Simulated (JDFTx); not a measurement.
Crystal: C.

```xyz
2
Lattice="2.1273 -1.2283 0.0000 2.1273 1.2283 0.0000 -1.3791 0.0000 3.5028" Properties=species:S:1:pos:R:3 pbc="T T T"
C    -0.6699    0.0000    3.5025
C     3.5455    0.0000    0.0003
```

This is a stacking variant of graphite.

| Quantity | Value |
| --- | --- |
| Program | JDFTx 1.7.0 (patched build) |
| Task | single point |
| Functional | PBE |
| Potentials or basis | PseudoDojo-SR-PBE-0.5-standard |
| Cutoff | 1116 eV |
| Density cutoff | 8925 eV |
| k mesh | 13 × 13 × 8 |
| Occupations | fermi-dirac, width 0.05 eV |
| Spin | no spin polarisation |

On this cell: pressure 3.6 GPa; largest force 0.005 eV/Å; band gap on the k mesh 0.93 eV, indirect (least direct gap 0.94 eV).

The same run follows on a disturbed copy (atoms moved at random, drawn with an rms of 0.05 Å):

```
CELL_PARAMETERS angstrom
2.12732 -1.22828 0.00000
2.12732 1.22828 0.00000
-1.37907 0.00000 3.50283
ATOMIC_POSITIONS crystal
C 0.15153 0.18577 0.00207
C 0.83768 0.84088 0.00652
```

Problem. What does the disturbed cell give?

Solution. The energy moves by +22.3 meV/atom; pressure 4.3 GPa; largest force 2.148 eV/Å; band gap on the k mesh 0.51 eV, direct.

Forces in eV/Å, atoms in the order of the input:
```
C    0.519 -2.069  0.252
C   -0.519  2.069 -0.252
```

Stress tensor (GPa, compression positive):
```
 6.62  4.23 -0.10
 4.23  4.23  0.30
-0.10  0.30  1.93
```

Caveats: an odd mesh through Γ misses points on the zone boundary, where band edges often lie; this functional lacks dispersion, which binds the layers, so the pressure and a relaxed spacing across them are unreliable (some runs); the empty levels aren't tightly converged (some runs).
